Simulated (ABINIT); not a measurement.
Crystal: Ag.

```
Ag
1.0
     2.93000    0.00000    0.00000
    -1.46500    2.53745    0.00000
     0.00000    0.00000    4.79000
Ag
2
Direct
  0.66667 0.33333 0.75000
  0.33333 0.66667 0.25000
```

This isn't the form of Ag at room conditions, which is fcc.

```yaml
Program: ABINIT 10.8.3 (patched build)
Task: relaxation of cell and atoms
Functional: PBEsol
Potentials_or_basis: JTH PAW PBE v2.0
Cutoff: 463 eV
k_mesh: 10 × 10 × 6
Occupations: fermi-dirac, width 0.05 eV
Spin: no spin polarisation
```

At the start: pressure -5.9 GPa; volume 17.81 Å³/atom.

Question: How do energy, volume and symmetry change on relaxing?

Answer: Over 6 steps the energy falls by 20.9 meV/atom and the volume is 16.76 Å³/atom (-5.9 %); space group P6_3/mmc (No. 194, to 0.05 Å).

The path:
| step | energy change (eV) | largest force (eV/Å) | pressure (GPa) | volume (Å³) |
| --- | --- | --- | --- | --- |
| 1 | 0.0000 | 0.0000 | -5.94 | 35.61 |
| 2 | -0.0208 | 0.0000 | -4.38 | 34.97 |
| 3 | -0.0414 | 0.0000 | 0.69 | 33.32 |
| 4 | -0.0418 | 0.0000 | -0.05 | 33.53 |
| 5 | -0.0418 | 0.0000 | -0.01 | 33.52 |
| 6 | -0.0419 | 0.0000 | 0.01 | 33.52 |

Final structure:
```
Ag
1.0
     2.87688    0.00000    0.00000
    -1.43844    2.49145    0.00000
     0.00000    0.00000    4.67606
Ag
2
Cartesian
  1.4384 0.8305 3.5070
  0.0000 1.6610 1.1690
```

Caveat: the PAW data sets were made with another functional, which shifts forces and pressure a little.
